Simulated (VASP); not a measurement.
# MgSe (Fm-3m) in VASP: band structure with r2SCAN

Aim: the band structure of MgSe with r2SCAN.

All numbers are computed with VASP 6.6.1; they aren't measurements. Logs are shortened: lines on timing, memory, paths and dates and some standing lists are left out, and cuts for length are marked.

### Step 1. The crystal as given

The structure is cubic, space group Fm-3m (No. 225). Conventional cell: a = 5.464 Å, b = 5.464 Å, c = 5.464 Å, α = 90.00°, β = 90.00°, γ = 90.00°. Mg (site symmetry m-3m) has 6 Se at 2.73 Å as nearest neighbours. Se (site symmetry m-3m) is surrounded by 6 Mg at 2.73 Å.

The cell was built by a generator and needn't be a form met in nature.

### Step 2. Band structure, r2SCAN

The input, INCAR:

```
ALGO     = Normal         # electronic algorithm
EDIFF    = 1E-7           # SCF threshold, eV
ENCUT    = 520            # plane-wave cutoff, eV
ISIF     = 2              # what is computed and relaxed
ISMEAR   = 0              # smearing method
LASPH    = True           # aspherical terms in the spheres
LCHARG   = False          # write CHGCAR
LMIXTAU  = True         
LREAL    = False          # projectors in reciprocal space
LWAVE    = False          # write WAVECAR
METAGGA  = R2SCAN         # meta-GGA
NELM     = 60             # most SCF steps
PREC     = Accurate       # precision mode
SIGMA    = 0.02           # smearing width, eV
```

The input, KPOINTS:

```
k-points
0
Gamma
  8 8 8
```

The input, POSCAR:

```
MgSe                                    
1.0
    0.0000000000      2.7318196101      2.7318196101
    2.7318196101      0.0000000000      2.7318196101
    2.7318196101      2.7318196101      0.0000000000
  Mg              Se            
     1     1
Direct
     0.0000000000000000    0.0000000000000000    0.0000000000000000
     0.5000000000000000    0.5000000000000000    0.5000000000000000
```

The input, KPOINTS_OPT:

```
path GXWKGLUWLK,UX
15
line-mode
reciprocal
 0.0000000000  0.0000000000  0.0000000000  G
 0.5000000000  0.0000000000  0.5000000000  X

 0.5000000000  0.0000000000  0.5000000000  X
 0.5000000000  0.2500000000  0.7500000000  W

 0.5000000000  0.2500000000  0.7500000000  W
 0.3750000000  0.3750000000  0.7500000000  K

 0.3750000000  0.3750000000  0.7500000000  K
 0.0000000000  0.0000000000  0.0000000000  G

 0.0000000000  0.0000000000  0.0000000000  G
 0.5000000000  0.5000000000  0.5000000000  L

 0.5000000000  0.5000000000  0.5000000000  L
 0.6250000000  0.2500000000  0.6250000000  U

 0.6250000000  0.2500000000  0.6250000000  U
 0.5000000000  0.2500000000  0.7500000000  W

 0.5000000000  0.2500000000  0.7500000000  W
 0.5000000000  0.5000000000  0.5000000000  L

 0.5000000000  0.5000000000  0.5000000000  L
 0.3750000000  0.3750000000  0.7500000000  K

 0.6250000000  0.2500000000  0.6250000000  U
 0.5000000000  0.0000000000  0.5000000000  X
```

Potentials or basis: VASP PAW PBE potentials, release 64 (Mg, Se).

Run with:

```
$ cat potpaw_PBE.64/Mg/POTCAR potpaw_PBE.64/Se/POTCAR > POTCAR
$ mpirun -np 1 vasp_std > vasp.out
```

OUTCAR:

```text
EDIFF = 1E-7
   ENCUT = 520
   ISIF = 2
   ISMEAR = 0
   LASPH = True
   LREAL = False
   METAGGA = R2SCAN
   NELM = 60
   PREC = Accurate

 ion  position               nearest neighbor table
   1  0.000  0.000  0.000-   2 2.73   2 2.73   2 2.73   2 2.73   2 2.73   2 2.73
   2  0.500  0.500  0.500-   1 2.73   1 2.73   1 2.73   1 2.73   1 2.73   1 2.73

  LATTYP: Found a face centered cubic cell.
 ALAT       =     5.4636392202

  Lattice vectors:

 A1 = (   0.0000000000,   2.7318196101,   2.7318196101)
 A2 = (   2.7318196101,   0.0000000000,   2.7318196101)
 A3 = (   2.7318196101,   2.7318196101,   0.0000000000)

Analysis of symmetry for initial positions (statically):
=====================================================================
 Subroutine PRICEL returns:
 Original cell was already a primitive cell.

 Routine SETGRP: Setting up the symmetry group for a
 face centered cubic supercell.

 Subroutine GETGRP returns: Found 48 space group operations
 (whereof 48 operations were pure point group operations)
 out of a pool of 48 trial point group operations.

The static configuration has the point symmetry O_h .

Analysis of symmetry for dynamics (positions and initial velocities):
=====================================================================
 Subroutine PRICEL returns:
 Original cell was already a primitive cell.

 Routine SETGRP: Setting up the symmetry group for a
 face centered cubic supercell.

 Subroutine GETGRP returns: Found 48 space group operations
 (whereof 48 operations were pure point group operations)
 out of a pool of 48 trial point group operations.

The dynamic configuration has the point symmetry O_h .

 Subroutine INISYM returns: Found 48 space group operations
 (whereof 48 operations are pure point group operations),
 and found     1 'primitive' translations

----------------------------------------------------------------------------------------

                                     Primitive cell

  volume of cell :      40.7743

  direct lattice vectors                    reciprocal lattice vectors
     0.000000000  2.731819610  2.731819610    -0.183028190  0.183028190  0.183028190
     2.731819610  0.000000000  2.731819610     0.183028190 -0.183028190  0.183028190
     2.731819610  2.731819610  0.000000000     0.183028190  0.183028190 -0.183028190

  length of vectors
     3.863376343  3.863376343  3.863376343     0.317014125  0.317014125  0.317014125

  position of ions in fractional coordinates (direct lattice)
     0.000000000  0.000000000  0.000000000
     0.500000000  0.500000000  0.500000000

  ion indices of the primitive-cell ions
   primitive index   ion index
                 1           1
                 2           2

----------------------------------------------------------------------------------------

 KPOINTS: k-points

Automatic generation of k-mesh.
 Grid dimensions read from file:
 generate k-points for:    8    8    8

 Generating k-lattice:

  Cartesian coordinates                     Fractional coordinates (reciprocal lattice)
    -0.022878524  0.022878524  0.022878524     0.125000000  0.000000000  0.000000000
     0.022878524 -0.022878524  0.022878524     0.000000000  0.125000000  0.000000000
     0.022878524  0.022878524 -0.022878524     0.000000000  0.000000000  0.125000000

  Length of vectors
     0.039626766  0.039626766  0.039626766

  Shift w.r.t. Gamma in fractional coordinates (k-lattice)
     0.000000000  0.000000000  0.000000000

 Subroutine IBZKPT returns following result:
 ===========================================

 Found     29 irreducible k-points:

 Following reciprocal coordinates:
            Coordinates               Weight
  0.000000  0.000000  0.000000      1.000000
  0.125000  0.000000  0.000000      8.000000
  0.250000  0.000000  0.000000      8.000000
  0.375000  0.000000  0.000000      8.000000
  0.500000  0.000000  0.000000      4.000000
  0.125000  0.125000  0.000000      6.000000
[... 16 lines left out ...]
  0.500000  0.250000  0.125000     48.000000
 -0.375000  0.250000  0.125000     24.000000
 [... further k-points ...]
   k-points           NKPTS =     29   k-points in BZ     NKDIM =     29   number of bands    NBANDS=      8
   number of dos      NEDOS =    301   number of ions     NIONS =      2
   total plane-waves  NPLWV =  27000
   dimension x,y,z NGX =    30 NGY =   30 NGZ =   30
   dimension x,y,z NGXF=    60 NGYF=   60 NGZF=   60
   ions per type =               1   1
   NGX,Y,Z   is equivalent  to a cutoff of  12.91, 12.91, 12.91 a.u.
   NGXF,Y,Z  is equivalent  to a cutoff of  25.82, 25.82, 25.82 a.u.
 SYSTEM =  unknown system
   PREC   = accura    normal or accurate (medium, high low for compatibility)
   ISTART =      0    job   : 0-new  1-cont  2-samecut
   ICHARG =      2    charge: 1-file 2-atom 10-const
   ISPIN  =      1    spin polarized calculation?
   LNONCOLLINEAR =      F non collinear calculations
   LSORBIT =      F    spin-orbit coupling
   LASPH  =      T    aspherical Exc in radial PAW
   ENCUT  =  520.0 eV  38.22 Ry    6.18 a.u.   7.18  7.18  7.18*2*pi/ulx,y,z
   NELM   =     60;   NELMIN=  2; NELMDL= -5     # of ELM steps
   EDIFF  = 0.1E-06   stopping-criterion for ELM
   LREAL  =      F    real-space projection
[... 7 lines left out ...]
   TEBEG  =    0.0;   TEEND  =   0.0 temperature during run
   PSTRESS=    0.0 pullay stress
   NELECT =       8.0000    total number of electrons
   NUPDOWN=      -1.0000    fix difference up-down
   EMIN   =  10.00;   EMAX   =-10.00  energy-range for DOS
   EFERMI =   0.00;   METHOD = LEGACY
   ISMEAR =     0;   SIGMA  =   0.02  broadening in eV -4-tet -1-fermi 0-gaus
   EFERMI_NEDOS =   21; number of points for ismear=-14 and -15
   IALGO  =     38    algorithm
   IMIX   =      4    mixing-type and parameters
     AMIX     =   0.40;   BMIX     =  1.00
     AMIX_MAG =   1.60;   BMIX_MAG =  1.00
  volume/ion in A,a.u.               =      20.39       137.58
  Fermi-wavevector in a.u.,A,eV,Ry     =   0.951282  1.797663 12.312433  0.904938
  Thomas-Fermi vector in A             =   2.079738
   LORBIT       =      0    0 simple, 1 ext, 2 COOP (PROOUT), +10 PAW based schemes
   METAGGA = R2SCAN    functional components
   LHFCALC =     F    Hartree Fock is set to
   AEXX    =    0.0000 exact exchange contribution
   IVDW    =     0    specifies the selected vdW correction
   LEPSILON=     F    determine dielectric tensor
   LRPA    =     F    only Hartree local field effects (RPA)
 non-spin polarized calculation
 Gauss-broadening in eV      SIGMA  =   0.02
  energy-cutoff  :      520.00
  volume of cell :       40.77
 maximum number of plane-waves:      1121
 NGX is ok and might be reduce to    30
   NGX = 15   NGY = 15   NGZ = 15

 number of electron       8.0000001 magnetization

 Free energy of the ion-electron system (eV)
  ---------------------------------------------------
  ext. energy  EPLUGINS =         0.00000000
  ---------------------------------------------------
  free energy    TOTEN  =       -21.37991247 eV

  energy without entropy =      -21.37991247  energy(sigma->0) =      -21.37991247

 E-fermi :   3.0577     XC(G=0):  -9.8262

 val. band max:        2.9110306133   @ k =   0.0000   0.0000   0.0000
 cond. band min:       5.3596593613   @ k =   0.5000   0.5000   0.0000
 fundamental gap:      2.4486287480
 Fermi energy:         3.0576843780

 k-point     1 :       0.0000    0.0000    0.0000
  band No.  band energies     occupation
      1     -10.4373      2.00000
      2       2.9110      2.00000
      3       2.9110      2.00000
      4       2.9110      2.00000
      5       6.3560      0.00000
      6      10.9386      0.00000
      7      10.9386      0.00000
      8      10.9386      0.00000

 k-point     2 :       0.1250    0.0000    0.0000
  band No.  band energies     occupation
      1     -10.3012      2.00000
      2       1.7684      2.00000
      3       2.8078      2.00000
      4       2.8078      2.00000
      5       7.2497      0.00000
      6      10.6617      0.00000
      7      11.1735      0.00000
      8      11.1735      0.00000

 k-point     3 :       0.2500    0.0000    0.0000
  band No.  band energies     occupation
      1      -9.9372      2.00000
      2      -0.0433      2.00000
      3       2.5828      2.00000
      4       2.5828      2.00000
      5       7.7689      0.00000
      6      10.6073      0.00000
      7      10.6073      0.00000
      8      11.4457      0.00000

 k-point     4 :       0.3750    0.0000    0.0000
  band No.  band energies     occupation
      1      -9.5039      2.00000
      2      -1.4704      2.00000
      3       2.3847      2.00000
      4       2.3847      2.00000
      5       7.5483      0.00000
      6       9.8752      0.00000
      7       9.8752      0.00000
      8      12.5666      0.00000

 k-point     5 :       0.5000    0.0000    0.0000
  band No.  band energies     occupation
      1      -9.2948      2.00000
      2      -2.0254      2.00000
      3       2.3090      2.00000
      4       2.3090      2.00000
      5       7.4252      0.00000
      6       9.6140      0.00000
      7       9.6140      0.00000
      8      12.5207      0.00000
[... 177 lines left out ...]
 k-point    22 :       0.3750    0.2500    0.1250
  band No.  band energies     occupation
      1      -9.6538      2.00000
      2      -0.3042      2.00000
      3       1.3772      2.00000
      4       2.2048      2.00000
      5       8.4585      0.00000
      6       9.5687      0.00000
      7       9.9194      0.00000
      8      12.0592      0.00000

 k-point    23 :       0.5000    0.2500    0.1250
  band No.  band energies     occupation
      1      -9.2900      2.00000
      2      -1.1289      2.00000
      3       0.8349      2.00000
      4       1.8711      2.00000
      5       8.3192      0.00000
      6       9.2945      0.00000
      7      10.8141      0.00000
      8      11.9657      0.00000

 k-point    24 :      -0.3750    0.2500    0.1250
  band No.  band energies     occupation
      1      -9.1201      2.00000
      2      -1.5035      2.00000
      3       0.6941      2.00000
      4       1.6962      2.00000
      5       8.2845      0.00000
      6       9.0019      0.00000
      7      11.3378      0.00000
      8      12.7546      0.00000

 [... further k-points ...]
[... 5 lines left out ...]
  --------------------------------------------------------------------------------------
  -------------------------------------------------------------------------------------
  Total        0.0045614      0.0045614      0.0045614      0.0000000      0.0000000      0.0000000
  in kB        0.1792369      0.1792369      0.1792369      0.0000000      0.0000000      0.0000000
  external PRESSURE =       0.1792369 kB  Pullay stress =       0.0000000 kB

 VOLUME and BASIS-vectors are now :
 -----------------------------------------------------------------------------
  energy-cutoff  :      520.00
  volume of cell :       40.77
      direct lattice vectors                 reciprocal lattice vectors
     0.000000000  2.731819610  2.731819610    -0.183028190  0.183028190  0.183028190
     2.731819610  0.000000000  2.731819610     0.183028190 -0.183028190  0.183028190
     2.731819610  2.731819610  0.000000000     0.183028190  0.183028190 -0.183028190

 POSITION                                       TOTAL-FORCE (eV/Angst)
 -----------------------------------------------------------------------------------
      0.00000      0.00000      0.00000         0.000000      0.000000      0.000000
      2.73182      2.73182      2.73182        -0.000000     -0.000000      0.000000
 -----------------------------------------------------------------------------------
    total drift:                               -0.000000     -0.000000      0.000000

  FREE ENERGIE OF THE ION-ELECTRON SYSTEM (eV)
  ---------------------------------------------------
  free  energy   TOTEN  =       -21.3799124653 eV

  energy  without entropy=      -21.3799124653  energy(sigma->0) =      -21.37991247
```

Run time: 81 s. Hardware: 1 thread of Intel Xeon 6975P-C (Granite Rapids), shared host; peak memory 0.17 GiB.

What came out:

| Item | Value |
| --- | --- |
| Free energy | -21.3799 eV |
| Pressure | 0.0 GPa |
| Band gap on the k mesh | 2.45 eV, indirect (least direct gap 3.44 eV) |
| Band gap along the path | 2.45 eV, indirect (least direct gap 3.44 eV) |

Levels at the corners of the path, in eV from the valence-band top:
```
point  band 1  band 2  band 3  band 4  band 5  band 6  band 7  band 8
    Γ  -13.35    0.00    0.00    0.00    3.44    8.03    8.03    8.03
    X  -11.87   -4.29   -1.80   -1.80    2.45    4.55   12.79   13.24
    X  -11.87   -4.29   -1.80   -1.80    2.45    4.55   12.79   13.25
    W  -11.84   -3.32   -3.32   -2.49    5.14    7.71    8.25    8.25
    W  -11.84   -3.32   -3.32   -2.49    5.14    7.71    8.25    8.25
    K  -11.88   -3.79   -3.31   -1.45    3.67    6.91    9.64   10.67
    K  -11.88   -3.79   -3.31   -1.45    3.67    6.91    9.64   10.67
    Γ  -13.35    0.00    0.00    0.00    3.44    8.03    8.03    8.03
    Γ  -13.35    0.00    0.00    0.00    3.44    8.03    8.03    8.03
    L  -12.21   -4.94   -0.60   -0.60    4.51    6.70    6.70    9.61
    L  -12.21   -4.94   -0.60   -0.60    4.51    6.70    6.70    9.61
    U  -11.88   -3.79   -3.31   -1.45    3.67    6.91    9.64   10.67
    U  -11.88   -3.79   -3.31   -1.45    3.67    6.91    9.64   10.67
    W  -11.84   -3.32   -3.32   -2.49    5.14    7.71    8.25    8.25
    W  -11.84   -3.32   -3.32   -2.49    5.14    7.71    8.25    8.25
    L  -12.21   -4.94   -0.60   -0.60    4.51    6.70    6.70    9.61
    L  -12.21   -4.94   -0.60   -0.60    4.51    6.70    6.70    9.61
    K  -11.88   -3.79   -3.31   -1.45    3.67    6.91    9.64   10.67
    U  -11.88   -3.79   -3.31   -1.45    3.67    6.91    9.64   10.67
    X  -11.87   -4.29   -1.80   -1.80    2.45    4.55   12.84   13.23
```

Caveat: the PAW data sets were made with another functional, which shifts forces and pressure a little. r2SCAN opens gaps a little over a GGA but as a rule still falls short of measured ones.
